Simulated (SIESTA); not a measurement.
Runs of SIESTA 5.4.2 on ZrC. It takes space group Fm-3m (No. 225, cubic). Conventional cell: a = 4.730 Å, b = 4.730 Å, c = 4.730 Å, α = 90.00°, β = 90.00°, γ = 90.00°. Zr (site symmetry m-3m) is surrounded by 6 C at 2.37 Å. C (site symmetry m-3m) has 6 Zr at 2.37 Å as nearest neighbours. 

```csv
task,level,potentials or basis,cell,gap on the mesh (eV),pressure (GPa),V0 of scaled cells (Å³/atom),B0 (GPa)
equation of state,LDA,"PseudoDojo 0.4 standard (LDA files), DZP (energy shift 0.003 Ry; two zetas on semicore shells)",as given,-,-,12.63,247
band structure,LDA,"PseudoDojo 0.4 standard (LDA files), DZP (energy shift 0.003 Ry; two zetas on semicore shells)",as given,none,-10.3,-,-
single point,PBEsol,"PseudoDojo 0.4 standard (PBEsol files), DZP (energy shift 0.003 Ry; two zetas on semicore shells)","atoms moved at random, drawn with an rms of 0.05 Å",none,-6.3,-,-
equation of state,PBEsol,"PseudoDojo 0.4 standard (PBEsol files), DZP (energy shift 0.003 Ry; two zetas on semicore shells)",as given,-,-,(a),237
single point,PBEsol,"PseudoDojo 0.4 standard (PBEsol files), DZP (energy shift 0.003 Ry; two zetas on semicore shells)",as given,none,(b),-,-
```

Alike in all rows: no spin polarisation; k mesh 10 × 10 × 10; smearing fermi-dirac 0.05 eV; grid cutoff 800 Ry; energy shift 0.003 Ry.

Q: Estimate the missing entries.

A: (a) 12.85; (b) -6.4.

Caveats: the basis of atomic orbitals isn't converged, which shifts pressures, moduli and gaps.

A k mesh can miss the band edges, and the runs leave out spin-orbit coupling on Zr.

A gap of «none» marks a metal or a gap under the smearing width.

Runs at the PBE level aren't shown here.
